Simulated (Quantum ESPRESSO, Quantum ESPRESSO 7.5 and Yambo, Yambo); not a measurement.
# A GW chain in Yambo: LiH (Fm-3m)

Wanted: ground state, empty states, screening and self-energy for LiH (Fm-3m).

Program: Quantum ESPRESSO 7.5 and Yambo 5.3.0. Level of theory: PBE and many-body steps on it, plane waves. Results are calculated unless marked as measured.

The database entry behind the starting cell differs from later determinations by our own check (the deuteride, about 0.2 % short), so it need not match the best structure at ambient conditions.

## (1) Starting point

Symmetry: Fm-3m, No. 225, cubic system. The conventional cell has a = 4.074 Å, b = 4.074 Å, c = 4.074 Å, α = 90.00°, β = 90.00°, γ = 90.00°. Nearest to Li lie 6 H at 2.04 Å. H has 6 Li at 2.04 Å nearest. Farther neighbours are not listed.

The cell and positions come from the Crystallography Open Database and are kept as given unless a step says otherwise.

## (2) Ground state

This step: Quantum ESPRESSO 7.5; DFT, PBE, plane waves, norm-conserving pseudopotentials.

The ground-state density comes first.

pw.in reads:

```
&control
  calculation = 'scf'
  prefix = 'x'
  outdir = 'o'
  pseudo_dir = 'pseudo'
/
&system
  ibrav = 0
  nat = 2
  ntyp = 2
  ecutwfc = 66.0
  nbnd = 7
  force_symmorphic = .true.
/
&electrons
  conv_thr = 1e-10
  electron_maxstep = 80
  mixing_beta = 0.5
/
ATOMIC_SPECIES
  Li 6.94 Li.upf
  H 1.008 H.upf
CELL_PARAMETERS angstrom
  0.0000000000 2.0367500000 2.0367500000
  2.0367500000 -0.0000000000 2.0367500000
  2.0367500000 2.0367500000 -0.0000000000
ATOMIC_POSITIONS crystal
  Li 0.0000000000 0.0000000000 0.0000000000
  H 0.5000000000 0.5000000000 0.5000000000
K_POINTS automatic
  8 8 8 0 0 0
```

Command:

```console
$ OMP_NUM_THREADS=1 mpirun -n 4 pw.x -nk 4 -in pw.in > pw.out
```

What it wrote:

```text
Program PWSCF v.7.5 starts

     This program is part of the open-source Quantum ESPRESSO suite
     for quantum simulation of materials; please cite
         "P. Giannozzi et al., J. Phys.:Condens. Matter 21 395502 (2009);
         "P. Giannozzi et al., J. Phys.:Condens. Matter 29 465901 (2017);
         "P. Giannozzi et al., J. Chem. Phys. 152 154105 (2020);
     in publications or presentations arising from this work. More details at
     Message from routine setup:
     using ibrav=0 with symmetry is DISCOURAGED, use correct ibrav instead

     G-vector sticks info

     bravais-lattice index     =            0
     lattice parameter (alat)  =       5.4432  a.u.
     unit-cell volume          =     114.0354 (a.u.)^3
     number of atoms/cell      =            2
     number of atomic types    =            2
     number of electrons       =         4.00
     number of Kohn-Sham states=            7
     kinetic-energy cutoff     =      66.0000  Ry
     charge density cutoff     =     264.0000  Ry
     scf convergence threshold =      1.0E-10
     mixing beta               =       0.5000
     number of iterations used =            8  plain     mixing
     Exchange-correlation= PBE
                           (   1   4   3   4   0   0   0)

     celldm(1)=   5.443166  celldm(2)=   0.000000  celldm(3)=   0.000000
     celldm(4)=   0.000000  celldm(5)=   0.000000  celldm(6)=   0.000000

     crystal axes: (cart. coord. in units of alat)
               a(1) = (   0.000000   0.707107   0.707107 )
               a(2) = (   0.707107  -0.000000   0.707107 )
               a(3) = (   0.707107   0.707107  -0.000000 )

     reciprocal axes: (cart. coord. in units 2 pi/alat)
               b(1) = ( -0.707107  0.707107  0.707107 )
               b(2) = (  0.707107 -0.707107  0.707107 )
               b(3) = (  0.707107  0.707107 -0.707107 )
     Pseudo is Norm-conserving, Zval =  3.0
     Generated using ONCVPSP code by D. R. Hamann
     Using radial grid of 1944 points,  4 beta functions with:
     Pseudo is Norm-conserving, Zval =  1.0
     Generated using ONCVPSP code by D. R. Hamann
     Using radial grid of 1166 points,  3 beta functions with:
     Li                3.00     6.94000     Li( 1.00)
     H                 1.00     1.00800     H ( 1.00)

     48 Sym. Ops., with inversion, found

   Cartesian axes

     site n.     atom                  positions (alat units)
         1        Li     tau(   1) = (   0.0000000   0.0000000   0.0000000  )
         2        H      tau(   2) = (   0.7071068   0.7071068   0.7071068  )

     number of k points=    29
                       cart. coord. in units 2pi/alat
        k(    1) = (   0.0000000   0.0000000   0.0000000), wk =   0.0039062
        k(    2) = (   0.0883883   0.0883883  -0.0883883), wk =   0.0312500
        k(    3) = (   0.1767767   0.1767767  -0.1767767), wk =   0.0312500
        k(    4) = (   0.2651650   0.2651650  -0.2651650), wk =   0.0312500
        k(    5) = (  -0.3535534  -0.3535534   0.3535534), wk =   0.0156250
        k(    6) = (   0.1767767   0.0000000   0.0000000), wk =   0.0234375
        k(    7) = (   0.2651650   0.0883883  -0.0883883), wk =   0.0937500
        k(    8) = (   0.3535534   0.1767767  -0.1767767), wk =   0.0937500
        k(    9) = (  -0.2651650  -0.4419417   0.4419417), wk =   0.0937500
        k(   10) = (  -0.1767767  -0.3535534   0.3535534), wk =   0.0937500
     [... 17 further rows ...]
        k(   28) = (  -0.7071068   0.1767767  -0.0000000), wk =   0.0468750
        k(   29) = (  -0.7071068   0.3535534   0.0000000), wk =   0.0234375

     Dense  grid:     8363 G-vectors     FFT dimensions: (  30,  30,  30)

     Initial potential from superposition of free atoms

     starting charge       3.9954, renormalised to       4.0000
     Starting wfcs are    3 randomized atomic wfcs +    4 random wfcs

     per-process dynamical memory:     9.9 Mb

     Self-consistent Calculation

     iteration #  1     ecut=    66.00 Ry     beta= 0.50

     total energy              =     -15.63438007 Ry
     estimated scf accuracy    <       0.05125543 Ry

     iteration #  2     ecut=    66.00 Ry     beta= 0.50

     total energy              =     -15.63485648 Ry
     estimated scf accuracy    <       0.00516580 Ry

     iteration #  3     ecut=    66.00 Ry     beta= 0.50

     total energy              =     -15.63543645 Ry
     estimated scf accuracy    <       0.00003092 Ry

     iteration #  4     ecut=    66.00 Ry     beta= 0.50

     total energy              =     -15.63544290 Ry
     estimated scf accuracy    <       0.00000077 Ry

     iteration #  5     ecut=    66.00 Ry     beta= 0.50

     total energy              =     -15.63544300 Ry
     estimated scf accuracy    <       0.00000002 Ry

     iteration #  6     ecut=    66.00 Ry     beta= 0.50

     total energy              =     -15.63544300 Ry
     estimated scf accuracy    <          2.8E-10 Ry

     iteration #  7     ecut=    66.00 Ry     beta= 0.50

     End of self-consistent calculation

          k = 0.0000 0.0000 0.0000 (  1037 PWs)   bands (ev):

   -43.9079  -4.8608  15.8686  17.7975  17.7975  17.7975  22.4530

          k = 0.0884 0.0884-0.0884 (  1007 PWs)   bands (ev):

   -43.9019  -4.5896  13.8252  16.4524  17.2740  17.2740  21.9729

          k = 0.1768 0.1768-0.1768 (  1022 PWs)   bands (ev):

   -43.8885  -3.8129   9.8558  14.9914  16.6071  16.6071  21.9849

          k = 0.2652 0.2652-0.2652 (  1035 PWs)   bands (ev):

     [... further k-points ...]

     highest occupied, lowest unoccupied level (ev):     0.3929    3.4149

!    total energy              =     -15.63544300 Ry
     estimated scf accuracy    <          5.4E-11 Ry

     The total energy is the sum of the following terms:
     one-electron contribution =      -8.01310483 Ry
     hartree contribution      =       3.28880160 Ry
     xc contribution           =      -4.10568596 Ry
     ewald contribution        =      -6.80545381 Ry

     convergence has been achieved in   7 iterations

     XML data file, charge density, pseudopotentials, collected wavefunctions

=------------------------------------------------------------------------------=
   JOB DONE.
=------------------------------------------------------------------------------=
```

It took 1.4 s on 4 MPI ranks of Arm Neoverse V1, shared host; peak memory 0.05 GiB; 5.5 s of CPU time.

This step gave:

* total energy: -212.7310 eV
* gap: 3.022 eV
* k of the valence top: 0, -0.5, -0.5
* k of the conduction bottom: 0, -0.5, -0.5
* least direct gap: 3.022 eV

The gap is direct, at (0.000, -0.500, -0.500).

## (3) Bands along the symmetry lines

The cheap functional maps the bands first; the places of the edges decide which points the dearer methods must see.

pw.in reads:

```
&control
  calculation = 'bands'
  prefix = 'x'
  outdir = 'o'
  pseudo_dir = 'pseudo'
/
&system
  ibrav = 0
  nat = 2
  ntyp = 2
  ecutwfc = 66.0
  nbnd = 8
  force_symmorphic = .true.
/
&electrons
  conv_thr = 1e-9
  electron_maxstep = 80
  diago_full_acc = .true.
  diago_thr_init = 5e-6
/
ATOMIC_SPECIES
  Li 6.94 Li.upf
  H 1.008 H.upf
CELL_PARAMETERS angstrom
  0.0000000000 2.0367500000 2.0367500000
  2.0367500000 -0.0000000000 2.0367500000
  2.0367500000 2.0367500000 -0.0000000000
ATOMIC_POSITIONS crystal
  Li 0.0000000000 0.0000000000 0.0000000000
  H 0.5000000000 0.5000000000 0.5000000000
K_POINTS crystal
  50
  0.00000000 0.00000000 0.00000000 1
  0.06250000 0.00000000 0.06250000 1
  0.12500000 0.00000000 0.12500000 1
  0.18750000 0.00000000 0.18750000 1
  0.25000000 0.00000000 0.25000000 1
  0.31250000 0.00000000 0.31250000 1
  0.37500000 0.00000000 0.37500000 1
  0.43750000 0.00000000 0.43750000 1
  0.50000000 0.00000000 0.50000000 1
  0.51562500 0.03125000 0.51562500 1
  0.53125000 0.06250000 0.53125000 1
  0.54687500 0.09375000 0.54687500 1
  0.56250000 0.12500000 0.56250000 1
  0.57812500 0.15625000 0.57812500 1
  0.59375000 0.18750000 0.59375000 1
  0.60937500 0.21875000 0.60937500 1
  0.62500000 0.25000000 0.62500000 1
  0.37500000 0.37500000 0.75000000 1
  0.32812500 0.32812500 0.65625000 1
  0.28125000 0.28125000 0.56250000 1
  0.23437500 0.23437500 0.46875000 1
  0.18750000 0.18750000 0.37500000 1
  0.14062500 0.14062500 0.28125000 1
  0.09375000 0.09375000 0.18750000 1
  0.04687500 0.04687500 0.09375000 1
  0.00000000 0.00000000 0.00000000 1
  0.06250000 0.06250000 0.06250000 1
  0.12500000 0.12500000 0.12500000 1
  0.18750000 0.18750000 0.18750000 1
  0.25000000 0.25000000 0.25000000 1
  0.31250000 0.31250000 0.31250000 1
  0.37500000 0.37500000 0.37500000 1
  0.43750000 0.43750000 0.43750000 1
  0.50000000 0.50000000 0.50000000 1
  0.50000000 0.46875000 0.53125000 1
  0.50000000 0.43750000 0.56250000 1
  0.50000000 0.40625000 0.59375000 1
  0.50000000 0.37500000 0.62500000 1
  0.50000000 0.34375000 0.65625000 1
  0.50000000 0.31250000 0.68750000 1
  0.50000000 0.28125000 0.71875000 1
  0.50000000 0.25000000 0.75000000 1
  0.50000000 0.21875000 0.71875000 1
  0.50000000 0.18750000 0.68750000 1
  0.50000000 0.15625000 0.65625000 1
  0.50000000 0.12500000 0.62500000 1
  0.50000000 0.09375000 0.59375000 1
  0.50000000 0.06250000 0.56250000 1
  0.50000000 0.03125000 0.53125000 1
  0.50000000 0.00000000 0.50000000 1
```

What it wrote:

```text
[banner, memory and clock lines left out]
Program PWSCF v.7.5 starts

     Atomic positions and unit cell read from directory:
     o/x.save/

     Message from routine setup:
     using ibrav=0 with symmetry is DISCOURAGED, use correct ibrav instead

     G-vector sticks info

     bravais-lattice index     =            0
     lattice parameter (alat)  =       5.4432  a.u.
     unit-cell volume          =     114.0354 (a.u.)^3
     number of atoms/cell      =            2
     number of atomic types    =            2
     number of electrons       =         4.00
     number of Kohn-Sham states=            8
     kinetic-energy cutoff     =      66.0000  Ry
     charge density cutoff     =     264.0000  Ry
     Exchange-correlation= PBE
                           (   1   4   3   4   0   0   0)

     celldm(1)=   5.443166  celldm(2)=   0.000000  celldm(3)=   0.000000
     celldm(4)=   0.000000  celldm(5)=   0.000000  celldm(6)=   0.000000

     crystal axes: (cart. coord. in units of alat)
               a(1) = (   0.000000   0.707107   0.707107 )
               a(2) = (   0.707107  -0.000000   0.707107 )
               a(3) = (   0.707107   0.707107  -0.000000 )

     reciprocal axes: (cart. coord. in units 2 pi/alat)
               b(1) = ( -0.707107  0.707107  0.707107 )
               b(2) = (  0.707107 -0.707107  0.707107 )
               b(3) = (  0.707107  0.707107 -0.707107 )
     Pseudo is Norm-conserving, Zval =  3.0
     Generated using ONCVPSP code by D. R. Hamann
     Using radial grid of 1944 points,  4 beta functions with:
     Pseudo is Norm-conserving, Zval =  1.0
     Generated using ONCVPSP code by D. R. Hamann
     Using radial grid of 1166 points,  3 beta functions with:
     Li                3.00     6.94000     Li( 1.00)
     H                 1.00     1.00800     H ( 1.00)

     48 Sym. Ops., with inversion, found

   Cartesian axes

     site n.     atom                  positions (alat units)
         1        Li     tau(   1) = (   0.0000000   0.0000000   0.0000000  )
         2        H      tau(   2) = (   0.7071068   0.7071068   0.7071068  )

     number of k points=    50
                       cart. coord. in units 2pi/alat
        k(    1) = (   0.0000000   0.0000000   0.0000000), wk =   0.0400000
        k(    2) = (   0.0000000   0.0883883   0.0000000), wk =   0.0400000
        k(    3) = (   0.0000000   0.1767767   0.0000000), wk =   0.0400000
[...]
[... 38 further rows ...]
        k(   49) = (   0.0441942   0.7071068   0.0000000), wk =   0.0400000
        k(   50) = (   0.0000000   0.7071068   0.0000000), wk =   0.0400000

     Dense  grid:     8363 G-vectors     FFT dimensions: (  30,  30,  30)

     The potential is recalculated from file :
     o/x.save/charge-density

     Starting wfcs are    3 randomized atomic wfcs +    5 random wfcs

     Band Structure Calculation

     End of band structure calculation

          k = 0.0000 0.0000 0.0000 (  1037 PWs)   bands (ev):

   -43.9080  -4.8608  15.8686  17.7975  17.7975  17.7975  22.4530  22.4530

          k = 0.0000 0.0884 0.0000 (  1010 PWs)   bands (ev):

   -43.9057  -4.7692  15.3165  17.0481  17.0481  18.2228  20.9417  23.4417

          k = 0.0000 0.1768 0.0000 (  1010 PWs)   bands (ev):

   -43.9002  -4.4931  14.1593  15.6599  15.6599  18.5996  19.1561  24.3970

          k = 0.0000 0.2652-0.0000 (  1010 PWs)   bands (ev):

[...]
k =-0.0000 0.4419 0.0000 (  1030 PWs)   bands (ev):

[...]
k = 0.0000 0.5303-0.0000 (  1030 PWs)   bands (ev):

[...]
k =-0.0000 0.6187 0.0000 (  1030 PWs)   bands (ev):

[...]
k = 0.5303 0.5303-0.0000 (  1021 PWs)   bands (ev):

[...]
k = 0.1326 0.7071-0.0000 (  1030 PWs)   bands (ev):

[...]
k = 0.0884 0.7071-0.0000 (  1030 PWs)   bands (ev):

[...]
k = 0.0442 0.7071 0.0000 (  1030 PWs)   bands (ev):

   -43.8577   0.3848   3.4497  10.6502  11.0110  14.4953  17.0293  33.4802

          k = 0.0000 0.7071 0.0000 (  1034 PWs)   bands (ev):

   -43.8577   0.3929   3.4149  10.9804  10.9804  14.0954  17.0154  34.1275

     XML data file, pseudopotentials, collected wavefunctions
```

Wall time 1.2 s (4 MPI ranks); peak memory 0.05 GiB.

Numbers from this step:

```yaml
gap: 3.022 eV
k_of_the_valence_top: 0.5, 0, 0.5
k_of_the_conduction_bottom: 0.5, 0, 0.5
least_direct_gap: 3.022 eV
```

The gap is 3.022 eV, as in the run before at this level.

The electronic bands at the labelled points (eV, zero at the top of the highest filled band; v1 is the highest filled band, c1 the lowest empty one):

| point | v2 | v1 | c1 | c2 | c3 | c4 |
| --- | --- | --- | --- | --- | --- | --- |
| Γ | -44.30 | -5.25 | 15.48 | 17.40 | 17.40 | 17.40 |
| halfway | -44.28 | -3.75 | 10.13 | 12.73 | 12.73 | 15.96 |
| X | -44.25 | 0.00 | 3.02 | 10.59 | 10.59 | 13.70 |
| halfway | -44.25 | -0.08 | 3.30 | 8.96 | 10.86 | 15.50 |
| U | -44.25 | -0.47 | 4.13 | 7.41 | 11.68 | 15.68 |
| jump to K | -44.25 | -0.47 | 4.13 | 7.41 | 11.68 | 15.68 |
| halfway | -44.27 | -3.67 | 9.75 | 9.89 | 15.65 | 16.99 |
| Γ | -44.30 | -5.25 | 15.48 | 17.40 | 17.40 | 17.40 |
| halfway | -44.28 | -4.21 | 9.46 | 14.60 | 16.21 | 16.21 |
| L | -44.26 | -2.49 | 4.80 | 13.25 | 16.07 | 16.07 |
| halfway | -44.26 | -1.61 | 5.00 | 8.66 | 12.93 | 15.97 |
| W | -44.25 | -0.20 | 5.24 | 5.24 | 11.40 | 17.12 |
| halfway | -44.25 | -0.10 | 3.58 | 7.93 | 10.99 | 16.83 |
| X | -44.25 | 0.00 | 3.02 | 10.59 | 10.59 | 13.70 |

The electronic bands as a text plot (rows in eV, shown from -8.0 to 9.0 only):

```
    8.7 |              ++     ++                      +       +
    8.0 |       ++       +    ++             ++              +
    7.2 |                 ++++                         +
    6.5 |                   ++                 +        +   +
    5.8 |         +                                      + +
    5.1 |                  +                    +++++++++++
    4.4 |                 +                                ++
    3.7 |          ++   ++                                   +
    3.0 |            +++                                      +++
    2.3 |
    1.6 |
    0.9 |
    0.2 |            ****                                  ******
   -0.6 |          **    **                             ***
   -1.3 |                  *                          **
   -2.0 |         *         **                      **
   -2.7 |       **            **                ****
   -3.4 |                       *            ***
   -4.1 |    ***                 **         *
   -4.8 | ***                      ***   ***
   -5.5 |*                            ***
   -6.2 |
   -6.9 |
   -7.6 |
         Γ           X  U|K            Γ         L        W     X
```

(Continued in part 2 of 3.)

[Paths, hosts, dates, memory and timing lines, banners, echoed tables and standing remarks are left out of the program output.]

[Logs are printed without paths, hosts, clocks, repeated set-up lines and the standing remarks that a program may print on its own settings, such as how far it seeks lower states.]

[Runs of the session that timed out or met a known fault of the program may be left out.]

[Hosts, paths, dates, database ids (printed as entryN), source tags and the programs' standing remarks are cut or masked in the printed files.]
